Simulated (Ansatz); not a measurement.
Runs of Ansatz 0.2.0 on TaN. It takes space group Fm-3m (No. 225, cubic). The conventional cell has a = 4.423 Å, b = 4.423 Å, c = 4.423 Å, α = 90.00°, β = 90.00°, γ = 90.00°. Around Ta (site symmetry m-3m) lie 6 N at 2.21 Å. N (site symmetry m-3m) has 6 Ta at 2.21 Å as nearest neighbours. The cell comes from a database or a generator and needn't be the stable form of this composition.

| task | level | spin | cell | k mesh | cutoff (eV) | points for each segment of the path | gap on the mesh (eV) | pressure (GPa) | relaxed volume (Å³/atom) |
| --- | --- | --- | --- | --- | --- | --- | --- | --- | --- |
| relaxation of cell and atoms | LDA | off | relaxed | 10 × 10 × 10 | 420 | - | - | 0.0 | 10.27 |
| band structure | BLYP | off | as given | 10 × 10 × 10 | 420 | 14 | none | 10.3 | - |
| relaxation of cell and atoms | revPBE | off | relaxed | 10 × 10 × 10 | 420 | - | - | 0.0 | 10.88 |
| band structure | revPBE | off | as given | 10 × 10 × 10 | 420 | 14 | none | 2.0 | - |
| relaxation of cell and atoms | PBEsol | off | relaxed | 10 × 10 × 10 | 420 | - | none | 0.0 | 10.47 |
| band structure | PBEsol | off | as given | 10 × 10 × 10 | 420 | 14 | none | -10.7 | - |
| band structure | RPBE | off | as given | 10 × 10 × 10 | 420 | 14 | none | (c) | - |
| band structure | PBEsol | SOC, no magnetisation | as given | 7 × 7 × 7 | 420 | 14 | none | -10.9 | - |
| relaxation of cell and atoms | RPBE | off | relaxed | 10 × 10 × 10 | 420 | - | - | 0.0 | 10.92 |
| band structure | LDA | SOC, no magnetisation | as given | 7 × 7 × 7 | 420 | 14 | none | -17.2 | - |
| relaxation of cell and atoms | BLYP | off | relaxed | 10 × 10 × 10 | 420 | - | - | 0.0 | (b) |
| band structure | r2SCAN | off | as given | 10 × 10 × 10 | 500 | 14 | none | (a) | - |

Alike in all rows: potentials or basis Ansatz PAW; smearing fermi-dirac 0.05 eV.

Estimate the missing entries.

(a) -6.2; (b) 11.16; (c) 3.3.

Caveats: the PAW data sets come from PBE, with cores solved anew for the run's functional, which leaves a small shift of forces and pressure; the plane-wave basis is chosen anew once the cell has moved, so the energies of steps on either side of that aren't comparable (some runs); spin-orbit coupling is left out, which moves the levels of the heavy elements (some runs); so large a pressure means that the cell lies far from this level's equilibrium, or that cutoff or potentials fall short (some runs).

A k mesh can miss the band edges, and rows without SOC leave out spin-orbit coupling on Ta.

A gap of «none» marks a metal or a gap under the smearing width.

Runs at the PBE level aren't shown here.
